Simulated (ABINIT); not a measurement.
The system is Ir.

```
Ir
1.0
     0.00000    1.91560    1.91560
     1.91560    0.00000    1.91560
     1.91560    1.91560    0.00000
Ir
1
Direct
  0.00000 0.00000 0.00000
```

Base run:

| Quantity | Value |
| --- | --- |
| Program | ABINIT 10.8.3 (patched build) |
| Functional | LDA |
| Potentials or basis | JTH PAW LDA v2.0 |
| Cutoff | 463 eV |
| k mesh | 10 × 10 × 10 |
| Occupations | fermi-dirac, width 0.05 eV |
| Spin | no spin polarisation |

Its results: band gap on the k mesh none (metal or under the smearing width); pressure -6.8 GPa.

The run is repeated on the same cell with these changes: k mesh from 10 × 10 × 10 to 5 × 5 × 5. What comes out?

Band gap on the k mesh none (metal or under the smearing width); pressure -2.2 GPa.

Caveats: some runs use coarse meshes.
